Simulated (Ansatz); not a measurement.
# C4H10O: the cost of one run

Method: the levels named in each step, in Ansatz 0.2.0.

## Step 1: The structure to begin with

Bond lengths: C1–C2 1.523 Å, C2–C3 1.527 Å, C3–C4 1.529 Å, C4–O5 1.408 Å, C1–H6 1.087 Å, C1–H7 1.088 Å, C1–H8 1.088 Å, C2–H9 1.092 Å, C2–H10 1.092 Å, C3–H11 1.092 Å, C3–H12 1.095 Å, C4–H13 1.101 Å, C4–H14 1.093 Å, O5–H15 0.964 Å. Angles (14 of 25 angles, heavy atoms first): C1–C2–C3 111.8°, C2–C3–C4 112.0°, C3–C4–O5 113.2°, C1–C2–H9 109.9°, C1–C2–H10 109.5°, C3–C2–H9 109.1°, C3–C2–H10 109.0°, C2–C1–H6 110.6°, C2–C1–H7 110.8°, C2–C1–H8 110.5°, C2–C3–H11 109.8°, C2–C3–H12 109.5°, C4–C3–H11 108.5°, C4–C3–H12 109.2°.

Structure file:

```xyz
15

C    -2.3738    0.5865   -0.0535
C    -1.0845   -0.1963    0.1605
C     0.0692    0.3773   -0.6594
C     1.3657   -0.4067   -0.4518
O     1.8226   -0.3818    0.8794
H    -3.1818    0.1600    0.5362
H    -2.2471    1.6268    0.2400
H    -2.6642    0.5621   -1.1021
H    -0.8127   -0.1817    1.2178
H    -1.2398   -1.2392   -0.1241
H    -0.1834    0.3532   -1.7213
H     0.2317    1.4228   -0.3788
H     2.1424   -0.0181   -1.1285
H     1.2065   -1.4627   -0.6820
H     1.9292    0.5372    1.1500
```

## Step 2: A rough first relaxation, PBE-D4/def2-SVP

File input.yaml:

```yaml
crystal:
  periodic: [false, false, false]
  atoms:
    - { symbol: C, position_ang: [-2.37377, 0.58651, -0.05346] }
    - { symbol: C, position_ang: [-1.0845, -0.19631, 0.16051] }
    - { symbol: C, position_ang: [0.06916, 0.37734, -0.65943] }
    - { symbol: C, position_ang: [1.3657, -0.4067, -0.45185] }
    - { symbol: O, position_ang: [1.82258, -0.38178, 0.87942] }
    - { symbol: H, position_ang: [-3.1818, 0.16005, 0.53615] }
    - { symbol: H, position_ang: [-2.24715, 1.62677, 0.23998] }
    - { symbol: H, position_ang: [-2.66423, 0.56208, -1.10207] }
    - { symbol: H, position_ang: [-0.81275, -0.18167, 1.21783] }
    - { symbol: H, position_ang: [-1.23981, -1.23916, -0.12408] }
    - { symbol: H, position_ang: [-0.1834, 0.35321, -1.72128] }
    - { symbol: H, position_ang: [0.23173, 1.42276, -0.37877] }
    - { symbol: H, position_ang: [2.1424, -0.01815, -1.12852] }
    - { symbol: H, position_ang: [1.20646, -1.46274, -0.68203] }
    - { symbol: H, position_ang: [1.92925, 0.53722, 1.14997] }
basis:
  gaussian: { orbitals: def2-SVP }
hamiltonian:
  xc: pbe
  dispersion: d4
relax:
  f_tol: 0.03
  max_steps: 200
```

Command:

```sh
> ansatz run input.yaml --threads 4 --pin off --max-ram 10240MiB --backend cpu --events-out ev --progress --plain --runs-dir out
```

**Question.** How long does this run take on 4 threads of Intel Xeon at 2.50GHz (Skylake/Cascade Lake), shared host, and how much memory does it need?

About 18 s, with a peak of 0.17 GiB.
